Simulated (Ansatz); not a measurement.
# TiB2: gaps at several levels of theory, part 2 of 2

How do gap and band edges of TiB2 move from rung to rung, and at what price?

Ansatz 0.2.0; DFT PBEsol, scalar-relativistic, plane waves, PAW. The steps go on from the part before. Steps at another level of theory say so in their titles or inputs.

### Step 4. The run at PBEsol

The input, input.yaml:

```yaml
crystal:
  lattice:
    - [3.0170315501, 0.0, 0.0]
    - [-1.5085157751, 2.6128259664, 0.0]
    - [0.0, 0.0, 3.1857066493]
  atoms:
    - { symbol: Ti, position: [0.0, 0.0, 0.0] }
    - { symbol: B, position: [0.3333333333, 0.6666666667, 0.5] }
    - { symbol: B, position: [0.6666666667, 0.3333333333, 0.5] }
basis:
  ecutwfc: 420
kpoints:
  mp_grid: { grid: [18, 18, 12] }
  band_path:
    path:
      - [0.0, 0.0, 0.0]
      - [0.5, 0.0, 0.0]
      - [0.3333333333, 0.3333333333, 0.0]
      - [0.0, 0.0, 0.5]
      - [0.5, 0.0, 0.5]
      - [0.3333333333, 0.3333333333, 0.5]
      - [0.0, 0.0, 0.25]
    npoints: 1
hamiltonian:
  xc: pbesol
scf:
  occupations: { method: gaussian, width: 0.1 }
  n_extra_bands: 4
output:
  forces: true
  stress: true
  eigenvalues: true
  write_density: true
  write_potential: true
  elf: true
  volumetric_format: npy
```

Run with:

```console
$ ansatz run input.yaml --threads 1 --pin off --max-ram 2560MiB --backend cpu --events-out ev --progress --plain --runs-dir out
```

The program printed, shortened:

```text
Warning: RAYON_NUM_THREADS=1 ignored (pool sized by the plan → 1); use --threads N
scf.n_extra_bands = 4 over 9 filled bands (N_el = 18.0): the run solves 13 bands
[...]
Pseudopotentials: kind: paw
Pseudopotential: Ti, paw, valence charge 12, recommended cutoff 420 eV (normal), Ti.paw.azcp
Pseudopotential: B, paw, valence charge 3, recommended cutoff 420 eV (normal), B.paw.azcp
Functional definition: PBEsol
[...]
Crystal: 3 atoms, lattice volume = 25.113 Å³
Basis set: ecut = 420 eV, 503 PW (Γ), exchange–correlation on 48×48×48 points (8 copies of the dense FFT grid, shifted against one another)
Bands: 13, of which v1, the nominal top of the filled ones, is band 9 counted from 1 (8 counted from 0)
Symmetry: 24 space group operations
Space group: P6/mmm (ITA 191), of the structure as read, at distance tolerance 2.9e-5 Å
k-points: 259 of 3888
[...]
SCF iter   6: F=-2782.624311 eV  HF=-2782.624311 eV  |F-HF|=5.46e-11  |Δ(HF+E_count)|=   3.01e-9  Δρ=9.09e-7  dr2=9.77e-11  ethr=7.70e-11  ⟨swp⟩=4.5  Hψ=16339  notcnv=0
[...]
NSCF: frozen V_eff on 7 k-points
SCF converged after 6 iterations
Free energy (F): -2782.624311 eV
[...]
E sigma→0 (E₀):  -2782.623601 eV
Entropy (-TS):   -0.001420 eV (-0.473 meV/atom)
Fermi energy:    15.454069 eV
[...]
--- Forces (eV/Å), atoms counted from 1 ---
  atom   1  Ti     0.00000000     0.00000000     0.00000000
  atom   2  B     -0.00000000     0.00000000     0.00000000
  atom   3  B      0.00000000    -0.00000000     0.00000000
[...]
--- Stress (GPa, compression-positive) ---
        0.000479       0.000000       0.000000
        0.000000       0.000479      -0.000000
        0.000000      -0.000000      -0.000165
  P = ⅓ Tr σ = 0.0003 GPa (0.003 kbar)
--- Band table (eV; the first three rows and the last of 259) ---
  k-point 0: bands = ["-41.1751", "-17.6423", "-17.3227", "-17.3227", "1.8434", "12.7197", "12.7197", "13.2188", "13.2484", "17.4002", "17.4002", "19.2711", "19.2711"]
[...]
```

It took 11 s on 1 thread of Intel Xeon at 2.70GHz, shared host; peak memory 0.4 GiB.

Levels at named points, in eV from the top of the last band filled by count:

```
point  band 7  band 8  band 9  band 10  band 11  band 12
    Γ   -3.17   -2.67   -2.64     1.51     1.51     3.38
    M   -3.77   -3.69   -2.82     0.94     2.36     2.87
    K   -7.92   -2.31   -2.31     0.96     0.96     1.54
    A   -1.03   -1.03   -0.71    -0.71    -0.02    -0.02
    L   -5.22   -4.38   -3.62     2.17     2.56     4.27
    H   -6.20   -3.68   -3.68     2.18     4.00     4.00
 top*   -2.50   -2.50    0.00     0.13     0.13     2.04
```

* Points where the relaxation's level has its edges, typed into the path; another level's edges can lie beside them.

### Step 5. The run at r2SCAN

input.yaml, as its differences from that of step 4:

```diff
@@ -10,3 +10,3 @@
 basis:
-  ecutwfc: 420
+  ecutwfc: 500
 kpoints:
@@ -24,3 +24,3 @@
 hamiltonian:
-  xc: pbesol
+  xc: r2scan
 scf:
@@ -32,5 +32 @@
   eigenvalues: true
-  write_density: true
-  write_potential: true
-  elf: true
-  volumetric_format: npy
```

Run with:

```console
$ ansatz run input.yaml --threads 1 --pin off --max-ram 2560MiB --backend cpu --events-out ev --progress --plain --runs-dir out
```

The program printed, shortened:

```text
Warning: RAYON_NUM_THREADS=1 ignored (pool sized by the plan → 1); use --threads N
scf.n_extra_bands = 4 over 9 filled bands (N_el = 18.0): the run solves 13 bands
[...]
[... 1 set-up line as earlier in the session ...]
Pseudopotential: Ti, paw, valence charge 12, recommended cutoff 500 eV (meta_gga), Ti.paw.azcp
Pseudopotential: B, paw, valence charge 3, recommended cutoff 500 eV (meta_gga), B.paw.azcp
Functional definition: r2SCAN
[...]
Crystal: 3 atoms, lattice volume = 25.113 Å³
Basis set: ecut = 500 eV, 635 PW (Γ), exchange–correlation on 96×96×96 points (64 copies of the dense FFT grid, shifted against one another)
Bands: 13, of which v1, the nominal top of the filled ones, is band 9 counted from 1 (8 counted from 0)
[... 2 set-up lines as earlier in the session ...]
k-points: 259 of 3888
[...]
NSCF: frozen V_eff on 7 k-points
SCF converged after 6 iterations
Free energy (F): -2820.835534 eV
[...]
E sigma→0 (E₀):  -2820.834836 eV
Entropy (-TS):   -0.001396 eV (-0.465 meV/atom)
Fermi energy:    15.677895 eV
[...]
--- Forces (eV/Å), atoms counted from 1 ---
  atom   1  Ti    -0.00000000    -0.00000000     0.00000000
  atom   2  B     -0.00000000     0.00000000     0.00000000
  atom   3  B      0.00000000    -0.00000000     0.00000000
[...]
--- Stress (GPa, compression-positive) ---
        3.136006       0.000000       0.000000
        0.000000       3.136006      -0.000000
        0.000000      -0.000000       6.170166
  P = ⅓ Tr σ = 4.1474 GPa (41.474 kbar)
--- Band table (eV; the first three rows and the last of 259) ---
  k-point 0: bands = ["-43.6988", "-18.9956", "-18.6760", "-18.6760", "1.0229", "12.7628", "12.7628", "13.1576", "13.4224", "17.7062", "17.7062", "19.6601", "19.6601"]
[...]
```

Wall time 18 s (1 thread of Intel Xeon at 2.70GHz, shared host); peak memory 0.46 GiB.

Levels at named points, in eV from the top of the last band filled by count:

```
point  band 7  band 8  band 9  band 10  band 11  band 12
    Γ   -3.41   -3.01   -2.75     1.53     1.53     3.49
    M   -4.12   -3.97   -2.97     0.93     2.40     2.93
    K   -8.41   -2.51   -2.51     0.94     0.94     1.60
    A   -1.19   -1.19   -0.80    -0.80    -0.05    -0.05
    L   -5.59   -4.70   -4.05     2.24     2.60     4.32
    H   -6.69   -4.04   -4.04     2.24     4.04     4.04
 top*   -2.71   -2.71    0.00     0.08     0.08     2.09
```

* Points where the relaxation's level has its edges, typed into the path; another level's edges can lie beside them.

### Step 6. All levels side by side

```
 level    k mesh  gap (eV)  least direct gap (eV)              top at  bottom at  CPU time (s)
PBEsol  18×18×12      0.00                   0.00  (0.00, 0.00, 0.25)          A            11
r2SCAN  18×18×12      0.00                   0.00  (0.00, 0.00, 0.25)          A            18
```

Gaps are by band count over the mesh and the named points; a gap of 0 means that the bands overlap or touch.

### Step 7. Results

What follows sums up all 2 parts. Changes of volume or cell count from the first structure of part 1.

| quantity | value |
| --- | --- |
| relaxed cell | a = 3.017 Å, b = 3.017 Å, c = 3.186 Å, α = 90.00°, β = 90.00°, γ = 120.00° |
| space group (0.01 Å) | P6/mmm (No. 191) |
| volume | 8.37 Å³/atom |
| formation energy (elements from runs with the same settings, not shown) | -1.13 eV/atom |
| gap, PBEsol | 0.00 eV |
| gap, r2SCAN | 0.00 eV |

**Reading.** The cell shrank by 2.1 % in volume on relaxing. The shape changed too: the edges of the input's cell moved by +1.1, +1.1, -4.2 %. A measured lattice constant a of TiB2 is 3.028 Å (a printed reference work, monograph); the calculated 3.017 Å misses it by -0.4 %. Measured lattice constant c of TiB2: 3.228 Å (a printed reference work, monograph). This calculation gives 3.186 Å (-1.3 %). That is the cell relaxed with PBEsol, without thermal expansion or zero-point motion. No level opens a gap.
